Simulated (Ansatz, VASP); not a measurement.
## Al2O3 (partly crystallised Al2O3) in two plane-wave programs

One calculation is typed for both programs; each brings its own data sets and cutoff. How far apart do they land? The cell is taken from a series of runs on this material, whose earlier steps may have relaxed or scaled it; both programs get it as it stands.

Main program and level: Ansatz 0.2.0; plane waves, with VASP 6.6.1 beside it; single point at PBE.

### 1. The starting structure

The cell holds 155 atoms: 62 Al and 93 O. Its edges and angles: a = 11.819 Å, b = 11.819 Å, c = 11.819 Å, α = 90.0°, β = 90.0°, γ = 90.0°. As first built, before any earlier steps moved the atoms: 155 atoms (62 Al, 93 O) placed at random at 3.18 g/cm^3, melted at 5000 K for 10 ps at fixed volume with the Morse and Coulomb pair potential with partial charges (Pedone, Malavasi, Menziani, Cormack and Segre, J. Phys. Chem. B 110, 11780 (2006)). Quenched from 5000 K to 300 K at 20 K/ps and fixed volume, held 5 ps, then minimised at fixed cell.

### 2. VASP: single point, PBE

A single point gives forces, pressure and levels at one fixed geometry, so differences don't come from the geometry; what else differs is listed under the comparison.

Lines of VASP's logs that name or quote its potential files are left out, and so is its time.

Contents of INCAR:

```
SYSTEM = Al2O3
PREC = Accurate
ENCUT = 520
EDIFF = 1E-05
NELM = 100
ISMEAR = 0
SIGMA = 0.01
LREAL = Auto
ALGO = Fast
GGA = PE
NBANDS = 480
LORBIT = 11
LWAVE = .FALSE.
LCHARG = .FALSE.
ISIF = 2
```

Contents of POSCAR:

```
Al2O3
1.0
   11.8191000000      0.0000000000      0.0000000000
    0.0000000000     11.8191000000      0.0000000000
    0.0000000000      0.0000000000     11.8191000000
Al O
62 93
Direct
    0.5404800000      0.4276600000      0.3211800000
    0.3961000000      0.6981600000      0.0834100000
    0.4038800000      0.3022300000      0.4814900000
    0.4934200000      0.4616900000      0.0031700000
    0.3973800000      0.5594100000      0.5007800000
    0.5991900000      0.8491100000      0.1604800000
    0.5458600000      0.6980800000      0.6629200000
    0.7683700000      0.8161400000      0.5624300000
    0.5325300000      0.1777900000      0.0067700000
    0.3922800000      0.8265100000      0.5125600000
    0.8837400000      0.6863800000      0.7593600000
    0.7516600000      0.3072900000      0.0612500000
    0.1603000000      0.9441600000      0.2446800000
    0.1133600000      0.8070800000      0.8343600000
    0.3921500000      0.4540600000      0.7523700000
    0.5038700000      0.2052400000      0.6729000000
    0.9262800000      0.0473400000      0.4670500000
    0.1539200000      0.8585900000      0.5007300000
    0.2349400000      0.4464700000      0.3350500000
    0.1533100000      0.2034500000      0.2535200000
    0.7967500000      0.1820100000      0.6625900000
    0.9287900000      0.0432500000      0.8838800000
    0.3844500000      0.0677500000      0.1646100000
    0.6647500000      0.5366800000      0.1541600000
    0.9119600000      0.3445500000      0.1904000000
    0.5414800000      0.9326800000      0.6626700000
    0.0135600000      0.5816900000      0.2615000000
    0.2823200000      0.9096900000      0.9908000000
    0.1259000000      0.5569000000      0.8348500000
    0.6318800000      0.1795300000      0.2487600000
[... 119 atom lines left out ...]
    0.6130600000      0.5673200000      0.3130300000
    0.3865300000      0.0585300000      0.3344600000
    0.8610900000      0.8207000000      0.0401300000
    0.7663900000      0.4252800000      0.1562800000
    0.1653000000      0.0713600000      0.3302100000
    0.1480800000      0.5565500000      0.6709800000
```

Contents of KPOINTS:

```
Automatic mesh
0
Gamma
1 1 1
0 0 0
```

PAW data sets: Al and O (PBE family, release 64).

Launch:

```
export OMP_NUM_THREADS=5
mpirun -np 1 vasp_gam
```

Numbers of over 12 decimals in the logs are rounded to 6 here.

The program printed:

```text
[banner, memory and clock lines left out]
running    1 mpi-ranks, on    1 nodes
[...]
Offloading initialized ...    1 GPUs detected
[...]
LDA part: xc-table for (Slater+PW92), standard interpolation
 POSCAR, INCAR and KPOINTS ok, starting setup
[...]
entering main loop
       N       E                     dE             d eps       ncg     rms          rms(c)
DAV:   1     0.620541713594E+04    0.62054E+04   -0.43800E+05   976   0.153E+03
DAV:   2    -0.754466365806E+03   -0.69599E+04   -0.67158E+04  1168   0.362E+02
DAV:   3    -0.128425603215E+04   -0.52979E+03   -0.52588E+03  1136   0.104E+02
DAV:   4    -0.129379537753E+04   -0.95393E+01   -0.94995E+01  1136   0.155E+01
[...]
RMM:  14    -0.114108626204E+04   -0.11726E-03   -0.77169E-04  1213   0.346E-02    0.293E-02
RMM:  15    -0.114108628567E+04   -0.23628E-04   -0.15061E-04  1086   0.165E-02    0.189E-02
RMM:  16    -0.114108628768E+04   -0.20165E-05   -0.37028E-05   937   0.822E-03
   1 F= -.11410863E+04 E0= -.11410863E+04  d E =-.219165E-16
```

Parts of OUTCAR (step 2):

```text
  FREE ENERGIE OF THE ION-ELECTRON SYSTEM (eV)
  ---------------------------------------------------
  free  energy   TOTEN  =     -1141.0862876831 eV

  energy  without entropy=    -1141.0862876831  energy(sigma->0) =    -1141.08628768
```

The run ends at a pressure of -3.25 GPa, with forces up to 1.6 eV/Å.

### 3. Ansatz: single point, PBE

Ansatz runs on its default PAW (the set named soft_2) files.

The same cell, functional and mesh now go to Ansatz, which takes its cutoff from its data sets.

Contents of input.yaml:

```yaml
crystal:
  lattice:
    - [11.8191, 0.0, 0.0]
    - [0.0, 11.8191, 0.0]
    - [0.0, 0.0, 11.8191]
  atoms:
    - { symbol: Al, position: [0.54048, 0.42766, 0.32118] }
    - { symbol: Al, position: [0.3961, 0.69816, 0.08341] }
    - { symbol: Al, position: [0.40388, 0.30223, 0.48149] }
    - { symbol: Al, position: [0.49342, 0.46169, 0.00317] }
    - { symbol: Al, position: [0.39738, 0.55941, 0.50078] }
    - { symbol: Al, position: [0.59919, 0.84911, 0.16048] }
    - { symbol: Al, position: [0.54586, 0.69808, 0.66292] }
    - { symbol: Al, position: [0.76837, 0.81614, 0.56243] }
    - { symbol: Al, position: [0.53253, 0.17779, 0.00677] }
    - { symbol: Al, position: [0.39228, 0.82651, 0.51256] }
    - { symbol: Al, position: [0.88374, 0.68638, 0.75936] }
    - { symbol: Al, position: [0.75166, 0.30729, 0.06125] }
    - { symbol: Al, position: [0.1603, 0.94416, 0.24468] }
    - { symbol: Al, position: [0.11336, 0.80708, 0.83436] }
    - { symbol: Al, position: [0.39215, 0.45406, 0.75237] }
    - { symbol: Al, position: [0.50387, 0.20524, 0.6729] }
    - { symbol: Al, position: [0.92628, 0.04734, 0.46705] }
    - { symbol: Al, position: [0.15392, 0.85859, 0.50073] }
    - { symbol: Al, position: [0.23494, 0.44647, 0.33505] }
    - { symbol: Al, position: [0.15331, 0.20345, 0.25352] }
    - { symbol: Al, position: [0.79675, 0.18201, 0.66259] }
    - { symbol: Al, position: [0.92879, 0.04325, 0.88388] }
    - { symbol: Al, position: [0.38445, 0.06775, 0.16461] }
    - { symbol: Al, position: [0.66475, 0.53668, 0.15416] }
    - { symbol: Al, position: [0.91196, 0.34455, 0.1904] }
    - { symbol: Al, position: [0.54148, 0.93268, 0.66267] }
    - { symbol: Al, position: [0.01356, 0.58169, 0.2615] }
    - { symbol: Al, position: [0.28232, 0.90969, 0.9908] }
    - { symbol: Al, position: [0.1259, 0.5569, 0.83485] }
    - { symbol: Al, position: [0.63188, 0.17953, 0.24876] }
[... 119 atom lines left out ...]
    - { symbol: O, position: [0.61306, 0.56732, 0.31303] }
    - { symbol: O, position: [0.38653, 0.05853, 0.33446] }
    - { symbol: O, position: [0.86109, 0.8207, 0.04013] }
    - { symbol: O, position: [0.76639, 0.42528, 0.15628] }
    - { symbol: O, position: [0.1653, 0.07136, 0.33021] }
    - { symbol: O, position: [0.14808, 0.55655, 0.67098] }
kpoints:
  mp_grid: { grid: [1, 1, 1] }
hamiltonian:
  xc: pbe
scf:
  occupations: { method: fixed }
output:
  forces: true
  stress: true
  populations: true
  dos:
    method: { smearing: { sigma: 0.08 } }
    de: 0.1
    projected: { site_lists: { Al: [Al], O: [O] } }
  eigenvalues: true
  write_density: true
  write_potential: true
  volumetric_format: npy
```

Launch:

```
ansatz run input.yaml --threads 4 --pin off --max-ram 8192MiB --backend cpu --events-out ev --progress --plain --runs-dir out
```

The program printed:

```text
Engine: ansatz 0.2.0, aarch64-unknown-linux-gnu
Pseudopotentials: kind: paw
Pseudopotential: Al, paw, valence charge 3, recommended cutoff 420 eV (normal), Al.paw.azcp
Pseudopotential: O, paw, valence charge 6, recommended cutoff 420 eV (normal), O.paw.azcp
Functional definition: PBE
  parameter kappa = 0.804
  parameter beta = 0.066725
  exchange = pbe_x(kappa = kappa, mu = beta*pi^2/3)
  correlation = pbe_c(beta = beta)
Crystal: 155 atoms, lattice volume = 1651.023 Å³
Basis set: ecut = 420 eV, 32423 PW (Γ), exchange–correlation on 160×160×160 points (8 copies of the dense FFT grid, shifted against one another)
Bands: 527, of which v1, the nominal top of the filled ones, is band 372 counted from 1 (371 counted from 0)
Symmetry: 1 space group operations
Space group: P1 (ITA 1), of the structure as read, at distance tolerance 1.2e-4 Å
k-points: 1
Non-local potential: Al, projectors of the file, l = 0: 2, l = 1: 2, l = 2: 1
Non-local potential: O, projectors of the file, l = 0: 2, l = 1: 2, l = 2: 1
PAW form: soft (Blöchl's): semilocal exchange-correlation on the pseudo side does not see the compensation charge
PAW one-centre angular grid: Al, 110 points (default); XC on 64 Gauss nodes
PAW one-centre angular grid: O, 110 points (default); XC on 64 Gauss nodes
Initial density: superposition of atomic densities (neutral atoms: chi_scale 0, normalization atom), corrected by the library's trained network
Initial wavefunctions: pseudopotential atomic-orbital guess
Functional: x = pbe(κ = 0.804, μ = 0.219515), c = pbe(β = 0.066725)
SCF iter   1: F=—  HF=-86310.608633 eV  |F-HF|=—  |Δ(HF+E_count)|=         —  Δρ=2.19e-3  dr2=1.29e-1  ethr=1.77e-3  ⟨swp⟩=5.0  Hψ=1894  notcnv=0  defer=153
preconditioner: auto → Resta (q_TF=auto, 2.389 Å⁻¹)  ε∞=3.5  [insulator: Δε(μ)=3.206 eV  Ē_g=15.752 eV  n_scr=388 (ndim 8)  ℏωp=24.9 eV  f_vac=0.031  ε∞_Penn≈3.5]
SCF iter   2: F=—  HF=-86310.597066 eV  |F-HF|=—  |Δ(HF+E_count)|=   1.16e-2  Δρ=1.18e-3  dr2=2.80e-2  ethr=1.73e-5  ⟨swp⟩=3.0  Hψ=982  notcnv=0  defer=153
SCF iter   3: F=—  HF=-86310.599452 eV  |F-HF|=—  |Δ(HF+E_count)|=   2.39e-3  Δρ=5.02e-4  dr2=6.93e-3  ethr=3.77e-6  ⟨swp⟩=3.0  Hψ=660  notcnv=0  defer=153
SCF iter   4: F=—  HF=-86310.599383 eV  |F-HF|=—  |Δ(HF+E_count)|=   6.95e-5  Δρ=1.52e-4  dr2=4.14e-4  ethr=9.32e-7  ⟨swp⟩=3.0  Hψ=666  notcnv=0  defer=153
SCF iter   5: F=—  HF=-86310.599529 eV  |F-HF|=—  |Δ(HF+E_count)|=   1.46e-4  Δρ=1.05e-4  dr2=1.43e-4  ethr=5.56e-8  ⟨swp⟩=2.0  Hψ=723  notcnv=0  defer=153
SCF iter   6: F=—  HF=-86310.599510 eV  |F-HF|=—  |Δ(HF+E_count)|=   1.92e-5  Δρ=2.32e-5  dr2=1.00e-5  ethr=1.92e-8  ⟨swp⟩=2.0  Hψ=748  notcnv=0  defer=148
SCF iter   7: F=—  HF=-86310.598188 eV  |F-HF|=—  |Δ(HF+E_count)|=   1.32e-3  Δρ=1.34e-5  dr2=2.48e-6  ethr=1.35e-9  ⟨swp⟩=2.0  Hψ=899  notcnv=0  defer=148
SCF iter   8: F=—  HF=-86310.598190 eV  |F-HF|=—  |Δ(HF+E_count)|=   1.99e-6  Δρ=7.98e-6  dr2=8.81e-7  ethr=3.33e-10  ⟨swp⟩=2.0  Hψ=727  notcnv=0  defer=148
SCF iter   9: F=—  HF=-86310.598190 eV  |F-HF|=—  |Δ(HF+E_count)|=   2.07e-7  Δρ=3.04e-6  dr2=1.18e-7  ethr=1.18e-10  ⟨swp⟩=2.0  Hψ=727  notcnv=0  defer=148
SCF iter  10: F=-86310.598190 eV  HF=-86310.598190 eV  |F-HF|=1.39e-8  |Δ(HF+E_count)|=   1.87e-8  Δρ=9.10e-7  dr2=1.30e-8  ethr=1.34e-11  ⟨swp⟩=26.0  Hψ=4838  notcnv=0
SCF 1 converged in 10 iterations: F = -86310.598190 eV  dr2 = 1.30e-8
  greatest PAW one-centre occupation: 0.862 electrons in one spin orbital (limit 2), on the O atom at site 106 (counted from 0), in its partial waves of l = 0
SCF converged after 10 iterations
Free energy (F): -86310.598190 eV
Harris-Foulkes:  -86310.598190 eV  (|F-HF|=1.39e-8)
Internal energy: -86310.598190 eV  (E = F + TS)
E sigma→0 (E₀):  -86310.598190 eV
Fermi energy:    6.051140 eV
--- Per-component energies (eV) ---
  E_band       = -854.851002
  E_kinetic    = 18098.591123
  E_local      = -38803.244526  (includes V_loc(G=0)·N_el)
  E_nonlocal   = 5034.379155
  E_hartree    = 14553.082874
  E_xc         = -9428.021727
  E_vxc        = -10688.779878  (∫ρ·V_xc dr)
  E_paw        = -43724.584327  (= ΣΔE_a)
  E_vpaw       = -3602.194900  (= ΣTr[D̂ρ^β])
  E_aug_tail   = 0.233875  (compensation charges beyond the density's cutoff)
  E_ewald      = -32041.034635
  E_smearing   = -0.000000  (= −TS)
  E_closure    = -0.000000  (closes the sum)
  Σ components = -86310.598190   (vs F -86310.598190, Δ=0.00e0)
--- Forces (eV/Å), atoms counted from 1 ---
  atom   1  Al    -0.25952770     0.39278185    -0.12412206
  atom   2  Al     0.29625300    -0.28790004     0.28153901
  atom   3  Al     0.11955207     0.13484272     0.64670336
  atom   4  Al     0.33973362     0.24674020     0.25649145
  atom   5  Al    -0.20625065     0.51680532    -0.05620163
  atom   6  Al     0.38105190    -0.40197592     0.73747409
  atom   7  Al    -0.48901155     0.56324081    -0.32230971
[...]
0.519548      -4.060439       1.212665
        0.713529       1.212665      -2.922774
  P = ⅓ Tr σ = -3.1594 GPa (-31.594 kbar)
--- Band table (eV) ---
  k-point 0: bands = [... 368 lower, 5.4800, 5.6333, 5.9693, 6.0511, 9.2102, 10.5787, 10.8344, 11.1494, ... 151 higher]
--- Löwdin populations: 155 sites ---
  site symbol       q [e]
     0     Al      1.6966
     1     Al      1.6354
     2     Al      1.6907
     3     Al      1.7111
     4     Al      1.7259
     5     Al      1.6923
     6     Al      1.6961
     7     Al      1.6200
     8     Al      1.6956
     9     Al      1.7243
    10     Al      1.6097
    11     Al      1.6264
    12     Al      1.6267
    13     Al      1.6860
    14     Al      1.6268
    15     Al      1.7290
    16     Al      1.6662
    17     Al      1.6605
    18     Al      1.6835
    19     Al      1.6376
    20     Al      1.6682
    21     Al      1.6247
    22     Al      1.7125
    23     Al      1.6968
[...]
147      O      6.8339
   148      O      6.7869
   149      O      6.7904
   150      O      6.8470
   151      O      6.8510
   152      O      6.8364
   153      O      6.8369
   154      O      6.8458
  spilling = 0.008187 (of n_electrons = 744.000000)
```

The column dr2 measures how far the density is from self-consistency, as an energy; F and HF (Harris–Foulkes) agree once it is small.

### 4. Differences

Known differences besides the PAW data sets themselves: fixed occupations in Ansatz, narrow Gaussian smearing in VASP; the cutoff is 420 eV in Ansatz and 520 eV in VASP (PREC = Accurate, projectors in real space); VASP leaves aspherical gradient terms in its spheres out (LASPH is not set), Ansatz keeps them. Total energies have different zeros and are not compared.

The two programs side by side:

```
              quantity  Ansatz   VASP  difference
        pressure (GPa)   -3.16  -3.25       +0.09
gap on the k mesh (eV)   3.159  3.142      +0.017
```

Forces on 10 of the 155 atoms, picked by the larger force of the two programs (eV/Å; atoms numbered as in POSCAR):

```
atom         Ansatz x, y, z           VASP x, y, z
 O67  0.348, -1.139, -0.258  0.349, -1.139, -0.261
 O70   -0.824, 0.834, 0.052   -0.832, 0.843, 0.058
 O89  -0.937, -0.203, 1.081  -0.948, -0.199, 1.094
O101  -1.305, 0.059, -0.080  -1.315, 0.065, -0.081
O105   -0.565, 0.028, 1.432   -0.569, 0.043, 1.456
O112   -0.960, 0.823, 0.224   -0.972, 0.837, 0.220
O140  -1.285, 0.142, -0.647  -1.301, 0.138, -0.668
O148   1.069, -0.562, 0.049   1.085, -0.573, 0.050
O151   0.300, 0.247, -1.136   0.304, 0.245, -1.153
O155   -0.303, 0.676, 0.913   -0.294, 0.681, 0.920
```

The forces differ by 8.7 meV/Å r.m.s., which is 2.1 % of the r.m.s. force of 0.41 eV/Å (both taken over all components).

### 5. What came out

| Property | Result |
| --- | --- |
| r.m.s. force difference (single point, PBE) | 2.1 % of the r.m.s. force |

**Reading.** The r.m.s. force difference is 2.1 % of the r.m.s. force (single point, PBE), within the 3 % picked in this series as the mark of a large difference. How closely two codes agree says nothing of how well the functional describes the real material.

[Lines on the potential files, build, host, timing and source positions are cut from VASP's logs without a mark.]

[Logs are printed without paths, hosts, clocks, repeated set-up lines and the standing remarks that a program may print on its own settings, such as how far it seeks lower states.]

[Hosts, paths, dates, database ids (printed as entryN), source tags and the programs' standing remarks are cut or masked in the printed files.]
